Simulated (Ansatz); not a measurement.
The system is Ti.

```
Ti
1.0
    -1.64100    1.64100    1.64100
     1.64100   -1.64100    1.64100
     1.64100    1.64100   -1.64100
Ti
1
Direct
  0.00000 0.00000 0.00000
```

This isn't the form of Ti at room conditions, which is hcp.

- Program: Ansatz 0.2.0
- Task: relaxation of cell and atoms
- Functional: r2SCAN
- Potentials or basis: Ansatz PAW
- Cutoff: 500 eV (not typed: the program's choice for these potentials)
- k mesh: 11 × 11 × 11
- Occupations: fermi-dirac, width 0.05 eV
- Spin: no spin polarisation

At the start: volume 17.68 Å³/atom.

Problem. Where does the relaxation end?

Solution. It ends after 5 steps and the volume is 17.22 Å³/atom (-2.6 %); space group Im-3m (No. 229, to 0.05 Å).

Step by step:
```
step  energy change (eV)  largest force (eV/Å)  volume (Å³)
   1              0.0000                0.0000        17.68
   2             -0.0007                0.0000        16.79
   3             -0.0043                0.0000        17.23
   4             -0.0043                0.0000        17.22
   5             -0.0041                0.0000        17.22
```

Final structure:
```
Ti
1.0
    -1.62671    1.62671    1.62671
     1.62671   -1.62671    1.62671
     1.62671    1.62671   -1.62671
Ti
1
Direct
  0.00000 0.00000 0.00000
```

Caveat: the plane-wave basis is chosen anew once the cell has moved, so the energies of steps on either side of that aren't comparable; the PAW data sets come from PBE, with cores solved anew for the run's functional, which leaves a small shift of forces and pressure.
